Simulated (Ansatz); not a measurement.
**A point defect in ZnS**

Computed with DFT PBE, scalar-relativistic, plane waves, PAW in Ansatz 0.2.0. Settings: 420 eV cutoff, 2×2×2 k-mesh, Gaussian smearing of 0.01 eV, collinear spin in charge 0 alone.

Host crystal, relaxed:

```cif
data_structure
_symmetry_space_group_name_H-M 'P 1'
_symmetry_Int_Tables_number 1
_cell_length_a 9.7067
_cell_length_b 9.7067
_cell_length_c 9.7067
_cell_angle_alpha 22.854
_cell_angle_beta 22.854
_cell_angle_gamma 22.854
_cell_volume 121.06
loop_
_atom_site_label
_atom_site_type_symbol
_atom_site_fract_x
_atom_site_fract_y
_atom_site_fract_z
_atom_site_occupancy
Zn1 Zn 0.99997 0.99997 0.99997 1
Zn2 Zn 0.22225 0.22225 0.22225 1
Zn3 Zn 0.44453 0.44453 0.44453 1
S1 S 0.08330 0.08330 0.08330 1
S2 S 0.52785 0.52785 0.52785 1
S3 S 0.30543 0.30543 0.30543 1
```

Supercell of 30 atoms, rows in host cell vectors: -1 -1 2; 0 0 1; -3 2 1. Atoms relax at the host's cell from a start displaced at random by 0.06 Å near the defect, so other minima may exist. The cell is small, so energies carry finite-size errors of tenths of an eV. The host's Kohn–Sham gap is 2.06 eV. Atoms are taken from and returned to the elements' standard states. Charged cells are corrected for image charges with the computed static dielectric tensor (mean 9.3) and aligned with the host's potential at far atoms (alignment terms reach 0.01 eV). No band-filling term is added, and the Fermi level counts from the host's valence band top.

The defect is an interstitial at (0.800, 0.825, 0.825) of the host cell.

| charge | E_f at the valence band top (eV) | over the neutral state (eV) | moment (μB) | largest move (Å) | atoms near the site |
| --- | --- | --- | --- | --- | --- |
| +1 | 0.21 | -2.07 | 0.00 | 2.48 | 1 S at 1.35 Å, 1 Zn at 2.11 Å, 1 Zn at 2.98 Å, 1 Zn at 3.00 Å, 1 Zn at 3.01 Å |
| 0 | 2.28 | 0.00 | 1.00 | 0.51 | 1 Zn at 1.92 Å, 1 Zn at 2.37 Å, 1 Zn at 2.43 Å |
| -1 | 3.34 | 1.06 | 0.00 | 0.51 | 1 Zn at 1.79 Å, 1 Zn at 1.83 Å, 1 Zn at 2.22 Å |

Among the charges computed the stable one is +1 at the valence band top, changing to -1 at 1.57 eV. Other sites of the defect weren't tried.

Task: Which element is it? Judge by the nearest distance in charge 0 and covalent radii.
A. V
B. Co
C. Ba
D. H
E. Ta

Result: D. The nearest neighbour is Zn at 1.92 Å, and the summed covalent radii with Zn are 3.37 Å for Ba, 2.48 Å for Co, 1.53 Å for H, 2.92 Å for Ta, 2.75 Å for V, so H fits best. Bonds can miss such sums by a tenth of an ångström or more.

This form isn't the usual stable structure of the compound.